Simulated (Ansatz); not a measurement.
**Ag and the effect of the dispersion correction**

The cell as given:

Space group Im-3m (No. 229). a = 3.311 Å, b = 3.311 Å, c = 3.311 Å, α = 90.00°, β = 90.00°, γ = 90.00°
| atom | site | symmetry | x | y | z |
| --- | --- | --- | --- | --- | --- |
| Ag | 2a | m-3m | 0.0000 | 0.0000 | 0.0000 |

This isn't the form of Ag at room conditions, which is fcc.

Kept alike: task relaxation of cell and atoms; functional PBEsol; k mesh 11 × 11 × 11; occupations fermi-dirac, width 0.05 eV; no spin polarisation. Program: Ansatz, Ansatz PAW, cutoff 420 eV. The mesh is that of the run's cell of 1 atom. No spin-orbit coupling.

| dispersion correction | volume (Å³/atom) |
| --- | --- |
| D3(BJ) | 16.044 |
| D4 | 16.370 |
| none | 16.787 |

The relaxations keep at least the cell's symmetry (Im-3m). For a metal such a mesh leaves the last digits unconverged. Relaxations stop with a little pressure left, so the last digits of a volume or edge aren't settled. All rows use potentials made for PBE.

Q: What does the dispersion correction change here?

A: The volume runs from 16.044 (D3(BJ)) to 16.787 Å³/atom (none). Against no correction: D3(BJ) -4.4 %; D4 -2.5 %. Dispersion terms mostly attract and so lower the volume; the schemes' coefficients and damping set how far.

Both corrections compress bcc silver, D3(BJ) more strongly than D4, and the spread is large for a dense metal whose cohesion doesn't depend on dispersion alone. Silver is held together mainly by its delocalised s-p electrons, with some help from hybridisation with the filled d shell. That shell is polarisable, so a pairwise correction finds sizeable attraction between close neighbours. In a real metal the conduction electrons screen these fluctuations, which atom-based coefficients capture only in part; the smaller contraction with D4 may reflect its different coefficients and many-body terms.

PBEsol already tends to describe the lattices of dense metals well without a correction, so the added attraction probably overbinds here, most of all with D3(BJ). The volumes alone can't confirm this, since bcc silver has no ambient reference crystal to compare with. Nor do they show whether the bcc structure is a local minimum or would shear towards fcc along the tetragonal path.
